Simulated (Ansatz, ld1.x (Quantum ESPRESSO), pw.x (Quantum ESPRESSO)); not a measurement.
## What a changed setting does to a pw.x run (diamond Rb)

Potential: norm-conserving Troullier–Martins (Kleinman–Bylander form), ld1.x (Quantum ESPRESSO) 7.5, PBE; core [Kr], reference 5s1 5p0; waves: 5p (bound, empty): rc 4.20 bohr; 4d channel at 0.25 Ry: rc 4.60 bohr; 5s (bound): rc 3.30 bohr; local part: the s channel; core correction: none.

The reference run (k-mesh 8³, cutoffs 35/140 Ry, Fermi–Dirac 0.01 Ry, mixing_beta 0.4, conv_thr 1e-9, no spin) gives 0.01 GPa at 141.711 Å³/atom, where all-electron LAPW gives -0.00 GPa. This run, with its own iteration cap, changes diagonalization to rmm-davidson.

```
&control
  calculation='scf', prefix='x', pseudo_dir='./', outdir='./tmp', tstress=.true., disk_io='none'
/
&system
  ibrav=0, nat=2, ntyp=1, ecutwfc=35, ecutrho=140, nbnd=8,
  occupations='smearing', smearing='fd', degauss=0.01
/
&electrons
  conv_thr=1e-09, mixing_beta=0.4, electron_maxstep=60, diagonalization='rmm-davidson'
/
ATOMIC_SPECIES
Rb 1.0 Rb.UPF
CELL_PARAMETERS angstrom
  0.00000000 5.21356174 5.21356174
  5.21356174 0.00000000 5.21356174
  5.21356174 5.21356174 0.00000000
ATOMIC_POSITIONS crystal
Rb 0.0000 0.0000 0.0000
Rb 0.2500 0.2500 0.2500
K_POINTS automatic
8 8 8 0 0 0
```

```bash
pw.x < Rb.scf.in > Rb.scf.out
```

Task: How does the run end?

Result: It converges in 24 iterations; the free energy moves by +0.0 meV/atom and the pressure by +0.00 GPa. The result is that of the reference run.

```
Message from routine setup:
     using ibrav=0 with symmetry is DISCOURAGED, use correct ibrav instead
     lattice parameter (alat)  =      13.9331  a.u.
     unit-cell volume          =    1912.6265 (a.u.)^3
     number of electrons       =         2.00
     number of Kohn-Sham states=            8
     kinetic-energy cutoff     =      35.0000  Ry
     charge density cutoff     =     140.0000  Ry
     scf convergence threshold =      1.0E-09
     Exchange-correlation= PBE
     number of k points=    29  Fermi-Dirac smearing, width (Ry)=  0.0100
     iteration #  1     ecut=    35.00 Ry     beta= 0.40
     c_bands:  1 eigenvalues not converged
     c_bands:  1 eigenvalues not converged
     c_bands:  1 eigenvalues not converged
     c_bands:  1 eigenvalues not converged
     total energy              =      -0.67280244 Ry
     estimated scf accuracy    <       0.00036829 Ry
     iteration #  2     ecut=    35.00 Ry     beta= 0.40
     total energy              =      -0.67298628 Ry
     estimated scf accuracy    <       0.00014809 Ry
     iteration #  3     ecut=    35.00 Ry     beta= 0.40
     total energy              =      -0.67301945 Ry
     estimated scf accuracy    <       0.00000008 Ry
     iteration #  4     ecut=    35.00 Ry     beta= 0.40
     total energy              =      -0.67302820 Ry
     estimated scf accuracy    <       0.00000017 Ry
     iteration #  5     ecut=    35.00 Ry     beta= 0.40
     total energy              =      -0.67302774 Ry
     estimated scf accuracy    <       0.00000020 Ry
     iteration #  6     ecut=    35.00 Ry     beta= 0.40
     total energy              =      -0.67302864 Ry
     estimated scf accuracy    <       0.00000025 Ry
     [... 12 iterations left out ...]
     iteration # 19     ecut=    35.00 Ry     beta= 0.40
     total energy              =      -0.67302824 Ry
     estimated scf accuracy    <       0.00000081 Ry
     iteration # 20     ecut=    35.00 Ry     beta= 0.40
     total energy              =      -0.67302863 Ry
     estimated scf accuracy    <       0.00000005 Ry
     iteration # 21     ecut=    35.00 Ry     beta= 0.40
     total energy              =      -0.67302885 Ry
     estimated scf accuracy    <       0.00000004 Ry
     iteration # 22     ecut=    35.00 Ry     beta= 0.40
     total energy              =      -0.67302884 Ry
     estimated scf accuracy    <          6.3E-09 Ry
     iteration # 23     ecut=    35.00 Ry     beta= 0.40
     total energy              =      -0.67302893 Ry
     estimated scf accuracy    <          8.3E-09 Ry
     iteration # 24     ecut=    35.00 Ry     beta= 0.40
     the Fermi energy is    -0.9917 ev
!    total energy              =      -0.67302894 Ry
     estimated scf accuracy    <          5.9E-10 Ry
     smearing contrib. (-TS)   =      -0.00777136 Ry
     The total energy is F=E-TS. E is the sum of the following terms:
     one-electron contribution =       0.28555979 Ry
     hartree contribution      =       0.00956674 Ry
     xc contribution           =      -0.41362336 Ry
     ewald contribution        =      -0.54676074 Ry
     convergence has been achieved in  24 iterations
          total   stress  (Ry/bohr**3)                   (kbar)     P=        0.09
     Message from routine punch:
     Nothing written, as per user request (disk_io='none')
```

The run took about 77 s on one core of a shared host (Neoverse-V1, 32 threads, 247 GiB, load 12).
